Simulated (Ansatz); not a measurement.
# ZrN: the cost of one run

Program: Ansatz 0.2.0. Level of theory: DFT r2SCAN, scalar-relativistic, plane waves, PAW. These are calculated values, not measurements.

The COD entry's cell or inner coordinates are ideal or old and differ from later refinements, so a difference from it is no clean test against experiment.

3 further runs of the same task are left out: 1 that didn't finish, 2 set aside as unsound or not needed.

**1. The system as given**

The structure is cubic, space group Fm-3m (No. 225). Conventional cell: a = 4.586 Å, b = 4.586 Å, c = 4.586 Å, α = 90.00°, β = 90.00°, γ = 90.00°. Zr (site symmetry m-3m) has 6 N at 2.29 Å as nearest neighbours. Around N (site symmetry m-3m) lie 6 Zr at 2.29 Å.

As a file:

```
CELL_PARAMETERS angstrom
0.00000 2.29309 2.29309
2.29309 0.00000 2.29309
2.29309 2.29309 0.00000
ATOMIC_POSITIONS crystal
Zr 0.50000 0.50000 0.50000
N 0.00000 0.00000 0.00000
```

This cell was relaxed beforehand with the same method: volume 12.06 Å³/atom, gap on the mesh none (metal).

**2. Bands, states and charges**

File input.yaml:

```yaml
crystal:
  lattice:
    - [0.0, 2.2930877092, 2.2930877092]
    - [2.2930877092, 0.0, 2.2930877092]
    - [2.2930877092, 2.2930877092, 0.0]
  atoms:
    - { symbol: Zr, position: [0.5, 0.5, 0.5] }
    - { symbol: "N", position: [0.0, 0.0, 0.0] }
basis:
  ecutwfc: 500
kpoints:
  mp_grid: { grid: [16, 16, 16] }
  band_path:
    path:
      - [[0.0, 0.0, 0.0], [0.5, 0.0, 0.5], [0.625, 0.25, 0.625]]
      - [[0.375, 0.375, 0.75], [0.0, 0.0, 0.0], [0.5, 0.5, 0.5], [0.5, 0.25, 0.75], [0.5, 0.0, 0.5]]
    npoints: 14
hamiltonian:
  xc: r2scan
scf:
  occupations: { method: gaussian, width: 0.1 }
  n_extra_bands: 6
output:
  forces: true
  stress: true
  eigenvalues: true
  populations: true
  dos: { projected: true, de: 0.02, nscf_kmesh: { grid: [24, 24, 24] } }
  bader: true
  write_density: true
  write_potential: true
  elf: true
  volumetric_format: npy
```

On the command line:

```console
ansatz run input.yaml --threads 1 --pin off --max-ram 2560MiB --backend cpu --events-out ev --progress --plain --runs-dir out
```

**Question.** How long does this run take on 1 thread of Arm Neoverse V1, shared host, and how much memory does it need?

About 25 s, with a peak of 0.41 GiB.
